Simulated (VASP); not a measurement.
## PbO (Litharge): band structure with r2SCAN-EpsX

The system is PbO (Litharge).

```xyz
4
Lattice="3.9900 0.0000 0.0000 0.0000 3.9900 0.0000 0.0000 0.0000 5.0100" Properties=species:S:1:pos:R:3 pbc="T T T"
Pb    1.9950    0.0000    3.8076
Pb    0.0000    1.9950    1.2024
O     1.9950    1.9950    0.0000
O     0.0000    0.0000    0.0000
```

```yaml
Program: VASP 6.6.1
Task: band structure
Functional: r2SCAN-EpsX
Potentials_or_basis: VASP PAW PBE potentials, release 64 (Pb_d, O)
Cutoff: 520 eV
k_mesh: 6 × 6 × 4
Occupations: gaussian, width 0.02 eV
Spin: no spin polarisation
Ladder: gaps
Grid_for_exact_exchange_PRECFOCK: Fast
Exchange_at_q_=_0: truncated
Share_of_exact_exchange: 0.1502
Further_INCAR_settings: ALGO = Normal; EDIFF = 1e-06
```

The pressure is -1.4 GPa. The largest force is 0.576 eV/Å, the band gap on the k mesh is 2.20 eV, indirect (least direct gap 3.52 eV) and the band gap along the path is 2.20 eV, indirect (least direct gap 3.52 eV).

Forces on the atoms (eV/Å):
```
Pb   0.000  0.000  0.576
Pb   0.000  0.000 -0.576
O    0.000  0.000  0.000
O    0.000  0.000  0.000
```

Stress tensor (GPa, compression positive):
```
-1.32  0.00  0.00
 0.00 -1.32  0.00
 0.00  0.00 -1.42
```

Levels at the corners of the path, in eV from the valence-band top:
| point | band 18 | band 19 | band 20 | band 21 | band 22 | band 23 |
| --- | --- | --- | --- | --- | --- | --- |
| Γ | -1.97 | -1.97 | 0.00 | 3.69 | 6.88 | 6.88 |
| X | -3.39 | -1.88 | -1.88 | 4.61 | 4.61 | 8.07 |
| X | -3.39 | -1.88 | -1.88 | 4.61 | 4.61 | 8.08 |
| M | -1.85 | -1.32 | -1.32 | 2.20 | 2.20 | 6.52 |
| M | -1.85 | -1.32 | -1.32 | 2.20 | 2.20 | 6.52 |
| Γ | -1.97 | -1.97 | 0.00 | 3.69 | 6.88 | 6.88 |
| Γ | -1.97 | -1.97 | 0.00 | 3.69 | 6.88 | 6.88 |
| Z | -2.00 | -2.00 | -1.18 | 3.24 | 5.17 | 5.17 |
| Z | -2.00 | -2.00 | -1.18 | 3.24 | 5.17 | 5.17 |
| R | -3.35 | -1.19 | -1.19 | 4.24 | 4.24 | 7.64 |
| R | -3.35 | -1.19 | -1.19 | 4.24 | 4.24 | 7.64 |
| A | -2.50 | -1.32 | -1.32 | 4.57 | 4.57 | 6.15 |
| A | -2.50 | -1.32 | -1.32 | 4.57 | 4.57 | 6.15 |
| Z | -2.00 | -2.00 | -1.18 | 3.24 | 5.17 | 5.17 |
| X | -3.39 | -1.88 | -1.88 | 4.61 | 4.61 | 8.07 |
| R | -3.35 | -1.19 | -1.19 | 4.24 | 4.24 | 7.64 |
| M | -1.85 | -1.32 | -1.32 | 2.20 | 2.20 | 6.52 |
| A | -2.50 | -1.32 | -1.32 | 4.57 | 4.57 | 6.15 |

Run time: 59 min on 4 MPI ranks on AMD EPYC 9R45 (Zen 5), with other jobs on the host, peak memory 0.53 GiB a rank.

Caveat: the PAW data sets were made with another functional, which shifts forces and pressure a little; spin-orbit coupling is left out, which as a rule narrows the gap of such compounds by several tenths of an eV.
